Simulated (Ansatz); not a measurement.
# Ti under changes of volume

One of the cells (17.676 Å³/atom); the others are scaled copies at fixed shape and fractional positions:

```
Ti
1.0
    -1.64100    1.64100    1.64100
     1.64100   -1.64100    1.64100
     1.64100    1.64100   -1.64100
Ti
1
Direct
  0.00000 0.00000 0.00000
```

This isn't the form of Ti at room conditions, which is hcp.

* Program: Ansatz 0.2.0
* Functional: r2SCAN
* Potentials or basis: Ansatz PAW
* Cutoff: 500 eV (not typed: the program's choice for these potentials)
* k mesh: 11 × 11 × 11
* Occupations: fermi-dirac, width 0.05 eV
* Spin: no spin polarisation

| volume (Å³/atom) | energy over the lowest point (meV/atom) | pressure (GPa) |
| --- | --- | --- |
| 16.616 | ? | ? |
| 16.969 | 0.79 | 1.6 |
| 17.323 | 0.00 | -0.7 |
| 17.676 | 4.05 | -2.8 |
| 18.030 | 12.51 | -4.7 |
| 18.383 | 25.10 | -6.5 |
| 18.737 | 41.46 | -8.2 |

Task: What does the run at 16.616 Å³/atom give?

Result: Energy over the lowest point 6.83 meV/atom; pressure 4.1 GPa.

Worked out: A Birch-Murnaghan fit of order 3 (a polynomial in V^(-2/3)) to the other rows has its minimum at 17.20 Å³/atom with B0 = V·E''(V) = 109 GPa and B' = 3.0. It gives 6.79 meV/atom at 16.616 Å³/atom, against the run's 6.83, and -dE/dV = 4.0 GPa, against 4.1.

Energies are extrapolated to zero smearing.

Caveats: the PAW data sets come from PBE, with cores solved anew for the run's functional, which leaves a small shift of forces and pressure.
